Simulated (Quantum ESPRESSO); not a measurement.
## MoS in Quantum ESPRESSO: the effect of functional

The system is MoS, a slab with vacuum.

```
Mo S
1.0
     3.18413    0.00000    0.00000
    -1.59206    2.75753    0.00000
     0.00000    0.00000   32.33460
Mo S
2 2
Direct
  0.00000 0.00000 0.23195
  0.00000 0.00000 0.76805
  0.33333 0.66667 0.27993
  0.33333 0.66667 0.72007
```

Alike in all runs:

* Program: Quantum ESPRESSO 7.5
* Task: work function
* Potentials or basis: SG15 PBE 1.2
* Cutoff: 952 eV
* Density cutoff: 3810 eV
* k mesh: 10 × 10 × 1
* Occupations: fermi-dirac, width 0.05 eV
* Spin: no spin polarisation

```tsv
functional	largest force (eV/Å)	work function (eV)
LDA	1.24	4.54
PBEsol	1.11	4.33
PBE	0.82	4.23
RPBE	0.69	4.08
revPBE	0.73	4.09
AM05	1.15	4.21
rev-vdW-DF2	?	?
BLYP	0.39	3.91
```

What does the run with functional rev-vdW-DF2 give?

Largest force 0.76 eV/Å; work function 4.48 eV.

Caveats: the potentials were made for another functional, which shifts forces and pressure (some runs).
